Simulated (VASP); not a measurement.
# AlN: input slips in a phonon run and what they do, part 2 of 3

Aim: see how common mistakes in a phonon run show up, on AlN. The starting structure is a measured crystal structure from the Crystallography Open Database.

VASP 6.6.1.

## Step 2: Reference modes (continued)

Level of this step: LDA; plane waves and PAW (Al, N) (VASP).

Parts of OUTCAR (step 2):

```text
ion  position               nearest neighbor table
   1  0.667  0.333  0.502-   4 1.88   4 1.88   4 1.88   3 1.89   2 3.05   2 3.05   2 3.05   2 3.05
                             2 3.05   2 3.05
   2  0.333  0.667  0.002-   3 1.88   3 1.88   3 1.88   4 1.89   1 3.05   1 3.05   1 3.05   1 3.05
                             1 3.05   1 3.05
   3  0.667  0.333  0.883-   2 1.88   2 1.88   2 1.88   1 1.89
   4  0.333  0.667  0.383-   1 1.88   1 1.88   1 1.88   2 1.89

  LATTYP: Found a hexagonal cell.
 ALAT       =     3.0917057947
 C/A-ratio  =     1.6006565750

 Subroutine GETGRP returns: Found 12 space group operations
 (whereof  6 operations were pure point group operations)

The static configuration has the point symmetry C_3v.
 The point group associated with its full space group is C_6v.

 Found     76 irreducible k-points:

   k-points           NKPTS =     76   k-points in BZ     NKDIM =     76   number of bands    NBANDS=     14

   dimension x,y,z NGX =    24 NGY =   24 NGZ =   40
   dimension x,y,z NGXF=    48 NGYF=   48 NGZF=   80

   ENCUT  =  520.0 eV  38.22 Ry    6.18 a.u.   5.75  5.75  9.20*2*pi/ulx,y,z

   NELECT =      16.0000    total number of electrons

 k-points in reciprocal lattice and weights: Automatic mesh
   0.00000000  0.00000000  0.00000000       0.001
   0.08333333  0.00000000  0.00000000       0.007
   0.16666667  0.00000000  0.00000000       0.007
   0.25000000  0.00000000  0.00000000       0.007
   0.33333333 -0.00000000  0.00000000       0.007
   0.41666667  0.00000000  0.00000000       0.007
   0.50000000  0.00000000  0.00000000       0.003
   0.08333333  0.08333333  0.00000000       0.007
   0.16666667  0.08333333  0.00000000       0.014
[...]
0.33333333  0.25000000  0.50000000       0.014
   0.33333333  0.33333333  0.50000000       0.002

 average (electrostatic) potential at core
       1 -69.6877       2 -69.6877       3 -59.6932       4 -59.6932

  Total       -0.0015560     -0.0015560     -0.0013697     -0.0000000      0.0000000      0.0000000
  in kB       -0.0608565     -0.0608565     -0.0535674     -0.0000000      0.0000000      0.0000000
  external PRESSURE =      -0.0584268 kB  Pullay stress =       0.0000000 kB

  energy-cutoff  :      520.00
  volume of cell :       40.97
      direct lattice vectors                 reciprocal lattice vectors
     3.091705795  0.000000000  0.000000000     0.323446041  0.186741659  0.000000000
    -1.545852897  2.677495759  0.000000000     0.000000000  0.373483318  0.000000000
     0.000000000  0.000000000  4.948759208     0.000000000  0.000000000  0.202070854

 POSITION                                       TOTAL-FORCE (eV/Angst)
 -----------------------------------------------------------------------------------
      1.54585      0.89250      2.48198        -0.000000      0.000000     -0.000902
     -0.00000      1.78500      0.00760         0.000000      0.000000     -0.000902
      1.54585      0.89250      4.37205         0.000000     -0.000000      0.000902
     -0.00000      1.78500      1.89767        -0.000000      0.000000      0.000902
 -----------------------------------------------------------------------------------
    total drift:                               -0.000000      0.000000     -0.000413

 MACROSCOPIC STATIC DIELECTRIC TENSOR (including local field effects in DFT)
 ------------------------------------------------------
           4.400814     0.000000    -0.000000
           0.000000     4.400814     0.000000
           0.000000     0.000000     4.622263
 ------------------------------------------------------

 PIEZOELECTRIC TENSOR (including local field effects)  for field in x, y, z        (C/m^2)
          XX          YY          ZZ          XY          YZ          ZX
  --------------------------------------------------------------------------------
  x     0.00000    -0.00000     0.00000     0.00000     0.00000     0.33439
  y    -0.00000     0.00000     0.00000     0.00000     0.33439     0.00000
  z     0.25591     0.25591    -0.37992     0.00000     0.00000    -0.00000

 BORN EFFECTIVE CHARGES (including local field effects) (in |e|, cummulative output)
 ---------------------------------------------------------------------------------
 ion    1
    1     2.50982     0.00000     0.00000
    2     0.00000     2.50982     0.00000
    3    -0.00000    -0.00000     2.67208
 ion    2
    1     2.50982     0.00000    -0.00000
    2     0.00000     2.50982     0.00000
    3     0.00000     0.00000     2.67208
 ion    3
    1    -2.50982    -0.00000    -0.00000
    2    -0.00000    -2.50982     0.00000
    3     0.00000     0.00000    -2.67208
 ion    4
    1    -2.50982    -0.00000    -0.00000
    2    -0.00000    -2.50982     0.00000
    3    -0.00000    -0.00000    -2.67208

 Eigenvectors and eigenvalues of the dynamical matrix
 ----------------------------------------------------

   1 f  =   21.949216 THz   137.910988 2PiTHz  732.147021 cm-1    90.774621 meV
             X         Y         Z           dx          dy          dz
      1.545853  0.892499  2.481979    -0.000000    0.000000    0.008136
     -0.000000  1.784997  0.007600    -0.000000    0.000000   -0.008136
      1.545853  0.892499  4.372052     0.000000   -0.000000   -0.707060
     -0.000000  1.784997  1.897673     0.000000   -0.000000    0.707060

   2 f  =   20.431458 THz   128.374639 2PiTHz  681.520093 cm-1    84.497684 meV
             X         Y         Z           dx          dy          dz
      1.545853  0.892499  2.481979     0.137202    0.389882   -0.000000
     -0.000000  1.784997  0.007600     0.137202    0.389882   -0.000000
      1.545853  0.892499  4.372052    -0.190452   -0.541199    0.000000
     -0.000000  1.784997  1.897673    -0.190452   -0.541199   -0.000000

   3 f  =   20.431458 THz   128.374639 2PiTHz  681.520093 cm-1    84.497684 meV
             X         Y         Z           dx          dy          dz
      1.545853  0.892499  2.481979     0.389882   -0.137202   -0.000000
     -0.000000  1.784997  0.007600     0.389882   -0.137202   -0.000000
      1.545853  0.892499  4.372052    -0.541199    0.190452    0.000000
     -0.000000  1.784997  1.897673    -0.541199    0.190452    0.000000

   4 f  =   20.102968 THz   126.310675 2PiTHz  670.562843 cm-1    83.139159 meV
             X         Y         Z           dx          dy          dz
      1.545853  0.892499  2.481979     0.127076    0.361112   -0.000000
     -0.000000  1.784997  0.007600    -0.127076   -0.361112   -0.000000
      1.545853  0.892499  4.372052     0.197349    0.560806    0.000000
     -0.000000  1.784997  1.897673    -0.197349   -0.560806   -0.000000

   5 f  =   20.102968 THz   126.310675 2PiTHz  670.562843 cm-1    83.139159 meV
             X         Y         Z           dx          dy          dz
      1.545853  0.892499  2.481979    -0.361112    0.127076    0.000000
     -0.000000  1.784997  0.007600     0.361112   -0.127076    0.000000
      1.545853  0.892499  4.372052    -0.560806    0.197349   -0.000000
     -0.000000  1.784997  1.897673     0.560806   -0.197349   -0.000000

   6 f  =   18.704055 THz   117.521046 2PiTHz  623.900133 cm-1    77.353723 meV
             X         Y         Z           dx          dy          dz
      1.545853  0.892499  2.481979     0.000000   -0.000000    0.413320
     -0.000000  1.784997  0.007600    -0.000000    0.000000    0.413320
      1.545853  0.892499  4.372052     0.000000   -0.000000   -0.573730
     -0.000000  1.784997  1.897673    -0.000000    0.000000   -0.573730

   7 f  =   16.595238 THz   104.270954 2PiTHz  553.557544 cm-1    68.632357 meV
             X         Y         Z           dx          dy          dz
      1.545853  0.892499  2.481979    -0.000000    0.000000    0.707060
     -0.000000  1.784997  0.007600     0.000000    0.000000   -0.707060
      1.545853  0.892499  4.372052    -0.000000   -0.000000    0.008136
     -0.000000  1.784997  1.897673     0.000000   -0.000000   -0.008136

   8 f  =    7.172418 THz    45.065629 2PiTHz  239.246099 cm-1    29.662722 meV
             X         Y         Z           dx          dy          dz
      1.545853  0.892499  2.481979     0.197342    0.560808    0.000000
     -0.000000  1.784997  0.007600    -0.197342   -0.560808    0.000000
      1.545853  0.892499  4.372052    -0.127072   -0.361114    0.000000
     -0.000000  1.784997  1.897673     0.127072    0.361114    0.000000

   9 f  =    7.172418 THz    45.065629 2PiTHz  239.246099 cm-1    29.662722 meV
             X         Y         Z           dx          dy          dz
      1.545853  0.892499  2.481979    -0.560808    0.197342   -0.000000
     -0.000000  1.784997  0.007600     0.560808   -0.197342   -0.000000
      1.545853  0.892499  4.372052     0.361114   -0.127072   -0.000000
     -0.000000  1.784997  1.897673    -0.361114    0.127072   -0.000000

  10 f/i=    0.000569 THz     0.003577 2PiTHz    0.018990 cm-1     0.002354 meV
             X         Y         Z           dx          dy          dz
      1.545853  0.892499  2.481979    -0.445223   -0.361863   -0.000001
     -0.000000  1.784997  0.007600    -0.445223   -0.361863   -0.000001
      1.545853  0.892499  4.372052    -0.320740   -0.260687   -0.000001
     -0.000000  1.784997  1.897673    -0.320740   -0.260687   -0.000001

  11 f/i=    0.000569 THz     0.003577 2PiTHz    0.018990 cm-1     0.002354 meV
             X         Y         Z           dx          dy          dz
      1.545853  0.892499  2.481979    -0.361863    0.445223    0.000000
     -0.000000  1.784997  0.007600    -0.361863    0.445223    0.000000
      1.545853  0.892499  4.372052    -0.260687    0.320740    0.000000
     -0.000000  1.784997  1.897673    -0.260687    0.320740    0.000000

  12 f/i=    0.000581 THz     0.003649 2PiTHz    0.019372 cm-1     0.002402 meV
             X         Y         Z           dx          dy          dz
      1.545853  0.892499  2.481979     0.000001    0.000001   -0.573730
     -0.000000  1.784997  0.007600     0.000001    0.000001   -0.573730
      1.545853  0.892499  4.372052     0.000001    0.000001   -0.413320
     -0.000000  1.784997  1.897673     0.000001    0.000001   -0.413320

 MACROSCOPIC STATIC DIELECTRIC TENSOR IONIC CONTRIBUTION
 ------------------------------------------------------
           3.534509     0.000000    -0.000000
           0.000000     3.534509    -0.000000
          -0.000000    -0.000000     4.780443
 ------------------------------------------------------

 ELASTIC MODULI CONTR FROM IONIC RELAXATION (kBar)
 Direction    XX          YY          ZZ          XY          YZ          ZX
 --------------------------------------------------------------------------------
 XX        -771.7059    359.4050    456.5044     -0.0000      0.0000     -0.0000
 YY         359.4050   -771.7059    456.5044     -0.0000      0.0000      0.0000
 ZZ         456.5044    456.5044  -1010.8940      0.0000     -0.0000     -0.0000
 XY          -0.0000     -0.0000      0.0000   -565.5554     -0.0000     -0.0000
 YZ          -0.0000      0.0000     -0.0000     -0.0000   -145.4270     -0.0000
 ZX          -0.0000      0.0000     -0.0000     -0.0000     -0.0000   -152.0370
 --------------------------------------------------------------------------------

 PIEZOELECTRIC TENSOR IONIC CONTR  for field in x, y, z        (C/m^2)
          XX          YY          ZZ          XY          YZ          ZX
  --------------------------------------------------------------------------------
  x    -0.00000     0.00000    -0.00000    -0.00000    -0.00000    -0.68978
  y    -0.00000     0.00000    -0.00000    -0.00000    -0.67462    -0.00000
  z    -0.93411    -0.93411     2.06852    -0.00000     0.00000     0.00000
```

Energies printed during the response cycles are not total energies of the cell.

Reference: the zone-centre modes are B1 (2) 732.1, E1 681.5, E2 (2) 670.6, A1 623.9, B1 (1) 553.6, E2 (1) 239.2 cm⁻¹.

## Step 3: Modes with finite displacements, else as the reference

Against step 2 the input has IBRION = 6, NFREE = 2, POTIM = 0.015, no LEPSILON and no LPEAD (also changed: NSW).

Contents of INCAR:

```
SYSTEM = AlN
PREC = Accurate
ENCUT = 520
EDIFF = 1E-08
NELM = 100
ISMEAR = 0
SIGMA = 0.03
LREAL = .FALSE.
ALGO = Normal
GGA = CA
NBANDS = 14
LORBIT = 11
LWAVE = .FALSE.
LCHARG = .FALSE.
KPAR = 8
IBRION = 6
NFREE = 2
POTIM = 0.015
NSW = 1
ISIF = 2
```

Contents of POSCAR:

```
AlN
1.0
    3.0917057947      0.0000000000      0.0000000000
   -1.5458528973      2.6774957593      0.0000000000
    0.0000000000      0.0000000000      4.9487592084
Al N
2 2
Direct
    0.6666666667      0.3333333333      0.5015356645
    0.3333333333      0.6666666667      0.0015356645
    0.6666666667      0.3333333333      0.8834643355
    0.3333333333      0.6666666667      0.3834643355
```

Contents of KPOINTS:

```
Automatic mesh
0
Gamma
12 12 6
0 0 0
```

PAW data sets: Al and N (LDA family, release 64).

The run is started by

```
> mpirun -np 8 vasp_std
```

The program printed:

```text
[banner, memory and clock lines left out]
running    8 mpi-ranks, on    1 nodes
[...]
[... a notice as in an earlier step ...]

 LDA part: xc-table for (Slater(with rela. corr.)+CA(PZ))
 , standard interpolation
 POSCAR, INCAR and KPOINTS ok, starting setup
[...]
entering main loop
       N       E                     dE             d eps       ncg     rms          rms(c)
[... 15 cycles as in an earlier step ...]
   1 F= -.32841377E+02 E0= -.32841377E+02  d E =-.459289E-11
[... from here on, the cycles between the ionic steps are left out ...]
   2 F= -.32839531E+02 E0= -.32839531E+02  d E =-.104670E-10
   3 F= -.32839531E+02 E0= -.32839531E+02  d E =-.298962E-25
   4 F= -.32838867E+02 E0= -.32838867E+02  d E =-.431273E-14
   5 F= -.32838985E+02 E0= -.32838985E+02  d E =-.615675E-20
   6 F= -.32839523E+02 E0= -.32839523E+02  d E =-.143980E-22
   7 F= -.32839523E+02 E0= -.32839523E+02  d E =-.675973E-23
   8 F= -.32839141E+02 E0= -.32839141E+02  d E =-.557839E-21
   9 F= -.32839034E+02 E0= -.32839034E+02  d E =-.123857E-14
 Finite differences progress:
  Degree of freedom:   4/  4
  Displacement:        2/  2
  Total:               8/  8
```

It took 2 min on 8 MPI ranks of AMD EPYC 7R43, shared host; peak memory 3.5 GiB; 16 min of CPU time.

From OUTCAR (step 3):

```text
  Total       -0.0884714     -0.0884714      0.2038886     -0.0000000      0.0000000      0.0000000
  in kB       -3.4601113     -3.4601113      7.9740735     -0.0000000      0.0000000      0.0000000
  external PRESSURE =       0.3512836 kB  Pullay stress =       0.0000000 kB

 POSITION                                       TOTAL-FORCE (eV/Angst)
 -----------------------------------------------------------------------------------
      1.54585      0.89250      2.48198        -0.000000     -0.000000     -0.108527
     -0.00000      1.78500      0.00760        -0.000000      0.000000     -0.099542
      1.54585      0.89250      4.35705         0.000000      0.000000      0.314388
     -0.00000      1.78500      1.89767        -0.000000     -0.000000     -0.106319
 -----------------------------------------------------------------------------------
    total drift:                               -0.000000      0.000000     -0.000550

  FREE ENERGIE OF THE ION-ELECTRON SYSTEM (eV)
  ---------------------------------------------------
  free  energy   TOTEN  =       -32.8390338623 eV

  energy  without entropy=      -32.8390338623  energy(sigma->0) =      -32.83903386

[... 2 parts as in an earlier step ...]

[... 1 further part left out ...]
[key lines of the parts left out:]
E-fermi :   6.2046
```

The last energy, forces and stress in OUTCAR belong to the last displaced cell, not to that of POSCAR.

With finite displacements, else as the reference the modes are at the top B1 (2) 731.3, E1 681.6 cm⁻¹, at the bottom B1 (1) 553.5, E2 (1) 239.3 cm⁻¹, with 2 more of the listed ones between; the largest shift is -0.8 cm⁻¹, in B1 (2), from the reference.

## Step 4: Modes with one-sided displacements

A slip made on purpose: one-sided displacements. Against step 2 the input has IBRION = 6, NFREE = 1, POTIM = 0.015, no LEPSILON and no LPEAD (also changed: NELM and NSW).

Changes to INCAR since step 3:

```diff
@@ -4,3 +4,3 @@
 EDIFF = 1E-08
-NELM = 100
+NELM = 60
 ISMEAR = 0
@@ -16,3 +16,3 @@
 IBRION = 6
-NFREE = 2
+NFREE = 1
 POTIM = 0.015
```

POSCAR is that of step 3.

KPOINTS is that of step 3.

The run is started by

```
> mpirun -np 8 vasp_std
```

The program printed:

```text
[... set-up lines as in an earlier step ...]
 entering main loop
       N       E                     dE             d eps       ncg     rms          rms(c)
[... 15 cycles as in an earlier step ...]
   1 F= -.32841377E+02 E0= -.32841377E+02  d E =-.459289E-11
[...]
2 F= -.32839531E+02 E0= -.32839531E+02  d E =-.104670E-10
[...]
3 F= -.32838867E+02 E0= -.32838867E+02  d E =-.430675E-14
[...]
4 F= -.32839523E+02 E0= -.32839523E+02  d E =-.118997E-22
[...]
5 F= -.32839141E+02 E0= -.32839141E+02  d E =-.829289E-21
 Finite differences progress:
  Degree of freedom:   4/  4
  Displacement:        1/  1
  Total:               4/  4
```

It took 55 s on 8 MPI ranks; peak memory 2.9 GiB.

Parts of OUTCAR (step 4):

```text
  Total        0.0881079      0.0881079     -0.1879150      0.0000000      0.0000000     -0.0000000
  in kB        3.4458940      3.4458940     -7.3493469      0.0000000      0.0000000     -0.0000000
  external PRESSURE =      -0.1525196 kB  Pullay stress =       0.0000000 kB

 POSITION                                       TOTAL-FORCE (eV/Angst)
 -----------------------------------------------------------------------------------
      1.54585      0.89250      2.48198        -0.000000      0.000000      0.092115
     -0.00000      1.78500      0.00760        -0.000000      0.000000      0.095931
      1.54585      0.89250      4.38705         0.000000     -0.000000     -0.296645
     -0.00000      1.78500      1.89767        -0.000000      0.000000      0.108599
 -----------------------------------------------------------------------------------
    total drift:                               -0.000002     -0.000000     -0.000457

  FREE ENERGIE OF THE ION-ELECTRON SYSTEM (eV)
  ---------------------------------------------------
  free  energy   TOTEN  =       -32.8391406903 eV

  energy  without entropy=      -32.8391406903  energy(sigma->0) =      -32.83914069

[... 2 parts as in an earlier step ...]

[... 1 further part left out ...]
[key lines of the parts left out:]
E-fermi :   6.2920
```

With one-sided displacements the modes are at the top B1 (2) 724.4, E1 681.6 cm⁻¹, at the bottom B1 (1) 559.6, E2 (1) 239.3 cm⁻¹, with 2 more of the listed ones between; the largest shift is -6.9 cm⁻¹, in B1 (2), from finite displacements, else as the reference.

(Continued in part 3 of 3.)

[Lines on the potential files, build, host, timing and source positions are cut from VASP's logs without a mark.]

[Logs are printed without paths, hosts, clocks, repeated set-up lines and the standing remarks that a program may print on its own settings, such as how far it seeks lower states.]

[Hosts, paths, dates, database ids (printed as entryN), source tags and the programs' standing remarks are cut or masked in the printed files.]
